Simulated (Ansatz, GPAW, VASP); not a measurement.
**One calculation of Ag, 4 ways**

```xyz
1
Lattice="0.0000 2.0427 2.0427 2.0427 0.0000 2.0427 2.0427 2.0427 0.0000" Properties=species:S:1:pos:R:3 pbc="T T T"
Ag    0.0000    0.0000    0.0000
```

Alike in all runs: task single point; functional PBE; k mesh 11 × 11 × 11; occupations gaussian, width 0.016 eV; no spin polarisation; no spin-orbit coupling. Pressure is positive in compression and, in plane waves, holds the error of the finite cutoff, which Ansatz's Pulay term estimates and takes out.

```tsv
program and potentials	plane-wave cutoff (eV)	notes	pressure (GPa)
Ansatz, Ansatz PAW	420	19 valence electrons an atom on average; Pulay term of +0.07 GPa included	4.27
VASP, PBE PAW files Ag, 520 eV	520	11 valence electrons an atom on average	4.10
Ansatz, all-electron LAPW, scalar-relativistic	-	-	4.25
GPAW, GPAW PAW data sets (gpaw-data 1.2.1)	600	17 valence electrons an atom on average	4.20
```

The pressure spans 4.10 (VASP, PBE PAW files Ag, 520 eV) to 4.27 GPa (Ansatz, Ansatz PAW), with all-electron results at 4.25.

The functional is the same throughout but for its coding, so the spread measures potentials, basis and numerics; runs on potential files found faulty are left out.
